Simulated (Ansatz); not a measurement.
# BN: the cost of one run

Program: Ansatz 0.2.0. Level of theory: DFT PBE, scalar-relativistic, plane waves, PAW. These are calculated values, not measurements.

9 further runs of the same task are left out: 9 set aside as unsound or not needed.

### 1 The structure to begin with

Symmetry: F-43m, No. 216, cubic system. Conventional cell: a = 3.624 Å, b = 3.624 Å, c = 3.624 Å, α = 90.00°, β = 90.00°, γ = 90.00°. Around B (site symmetry -43m) lie 4 N at 1.57 Å. N (site symmetry -43m) has 4 B at 1.57 Å as nearest neighbours.

As a file:

```
CELL_PARAMETERS angstrom
0.00000 1.81208 1.81208
1.81208 0.00000 1.81208
1.81208 1.81208 0.00000
ATOMIC_POSITIONS crystal
B 0.00000 0.00000 0.00000
N 0.75000 0.75000 0.75000
```

It goes back to an entry of the Materials Project.

This cell was relaxed beforehand with the same method: volume 5.95 Å³/atom, gap on the mesh 4.46 eV.

### 2 The scan

The energy is mapped over a normal mode and a strain (zone-centre modes of the cell shown).

First coordinate, amplitude of mode 4 (1025 cm⁻¹), largest displacement in the unstrained cell: 11 values from −0.090 Å. Second coordinate, equal normal strain along x and y: 7 values from −4.00 %.

Nothing else is relaxed (the pattern is fixed in fractional coordinates). Energies count from the relaxed high-symmetry cell. Points are written as (first, second).

The modes come from a phonon run on the reference cell, made beforehand.

The patterns, per unit of each coordinate (Å):

```csv
atom,x1,y1,z1
B1,1.000,0.000,0.000
N2,-0.772,0.000,0.000
```

### 3 The run at (−0.090 Å, 2.67 %)

Contents of input.yaml:

```yaml
crystal:
  lattice:
    - [0.0, 1.812081026, 1.8604635894]
    - [1.8604635894, 0.0, 1.8604635894]
    - [1.8604635894, 1.812081026, 0.0]
  atoms:
    - { symbol: B, position: [0.0248333266, -0.0248333266, -0.0248333266] }
    - { symbol: "N", position: [0.7308347069, 0.7691652931, 0.7691652931] }
basis:
  ecutwfc: 520.0
kpoints:
  mp_grid: { grid: [12, 12, 12] }
hamiltonian:
  xc: pbe
  pseudopotentials: { kind: paw, azcp: { folder: soft_1 } }
scf:
  occupations: { method: gaussian, width: 0.05 }
output:
  forces: true
  stress: true
  eigenvalues: true
```

On the command line:

```sh
$ ansatz run input.yaml --threads 1 --pin off --max-ram 2048MiB --backend cpu --events-out ev --progress --plain --runs-dir out
```

Q: Estimate wall time and peak memory on 1 thread of Arm Neoverse V1, shared host.

About 8.6 s, with a peak of 0.36 GiB.
